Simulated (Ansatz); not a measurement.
Tl:

```
Tl
1.0
    -2.04928    2.04928    2.04928
     2.04928   -2.04928    2.04928
     2.04928    2.04928   -2.04928
Tl
1
Cartesian
  0.0000 0.0000 0.0000
```

This isn't the form of Tl at room conditions, which is hcp.

The cell isn't the ideal one: volume scaled by 1.15.

```yaml
Program: Ansatz 0.2.0
Task: relaxation of cell and atoms
Functional: LDA
Potentials_or_basis: PseudoDojo LDA
Cutoff: 844 eV
Density_cutoff: 3374 eV
k_mesh: 9 × 9 × 9
Occupations: fermi-dirac, width 0.01 eV
Spin: no spin polarisation
```

At the start: volume 34.42 Å³/atom.

Task: How do energy, volume and symmetry change on relaxing?

Result: Over 8 steps the energy falls by 162.2 meV/atom and the volume is 27.15 Å³/atom (-21.1 %); space group Im-3m (No. 229, to 0.05 Å).

The path:
| step | energy change (eV) | largest force (eV/Å) | volume (Å³) |
| --- | --- | --- | --- |
| 1 | 0.0000 | 0.0000 | 34.42 |
| 2 | -0.1246 | 0.0000 | 30.21 |
| 3 | -0.1527 | 0.0000 | 25.82 |
| 4 | -0.1620 | 0.0000 | 27.50 |
| 5 | -0.1626 | 0.0000 | 27.18 |
| 6 | -0.1622 | 0.0000 | 27.18 |
| 7 | -0.1622 | 0.0000 | 27.15 |
| 8 | -0.1622 | 0.0000 | 27.15 |

Final structure:
```cif
data_structure
_symmetry_space_group_name_H-M 'P 1'
_symmetry_Int_Tables_number 1
_cell_length_a 3.2793
_cell_length_b 3.2793
_cell_length_c 3.2793
_cell_angle_alpha 109.471
_cell_angle_beta 109.471
_cell_angle_gamma 109.471
_cell_volume 27.15
loop_
_atom_site_label
_atom_site_type_symbol
_atom_site_fract_x
_atom_site_fract_y
_atom_site_fract_z
_atom_site_occupancy
Tl1 Tl 0.00000 0.00000 0.00000 1
```
